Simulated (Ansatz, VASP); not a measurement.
## LiF in VASP and in Ansatz

File INCAR:

```
SYSTEM = LiF
  PREC = Accurate
  ENCUT = 520
  EDIFF = 1E-6
  ISMEAR = 0
  SIGMA = 0.05
  LREAL = .False.
  LASPH = .True.
  NELM = 100
  ALGO = Normal
  ISIF = 2
  LWAVE = .False.
  LCHARG = .False.
  GGA = CA
  NBANDS = 12
```

KPOINTS

```
regular mesh
0
Gamma
  10 10 10
  0 0 0
```

The input POSCAR:

```
LiF
1.0
    0.0000000000      2.1147000000      1.9636500000
    2.1147000000      0.0000000000      1.9636500000
    2.1147000000      2.1147000000      0.0000000000
Li F
1 1
Direct
    0.0000000000      0.0000000000      0.0000000000
    0.5000000000      0.5000000000      0.5000000000
```

Input for Ansatz:

```yaml
crystal:
  lattice:
    - [0.0, 2.1147, 1.96365]
    - [2.1147, 0.0, 1.96365]
    - [2.1147, 2.1147, 0.0]
  atoms:
    - { symbol: Li, position: [0.0, 0.0, 0.0] }
    - { symbol: F, position: [0.5, 0.5, 0.5] }
basis:
  ecutwfc: 420
kpoints:
  mp_grid: { grid: [10, 10, 10] }
hamiltonian:
  xc: lda
scf:
  occupations: { method: gaussian, width: 0.05 }
output:
  forces: true
  stress: true
  eigenvalues: true
```

Change from the starting cell: strain +0.050 along x and y, -0.025 along z, atoms carried along.

Alike in both runs: task single point; functional LDA; k mesh 10 × 10 × 10; occupations gaussian, width 0.05 eV; no spin polarisation.

|  | VASP | Ansatz |
| --- | --- | --- |
| version | VASP 6.6.1 | Ansatz 0.2.0 |
| potentials or method | VASP PAW LDA potentials, release 64 (Li_sv, F) | scalar-relativistic, plane waves, PAW |
| plane-wave cutoff (eV) | 520 | 420 |
| valence electrons in the cell | 10 | 10 |

```tsv
	VASP	Ansatz	Ansatz less VASP
gap on the k mesh at the Fermi level (eV)	8.14	8.15	+0.009
least direct gap on the mesh (eV)	8.14	8.15	+0.009
```

 A k mesh can miss the band edges.
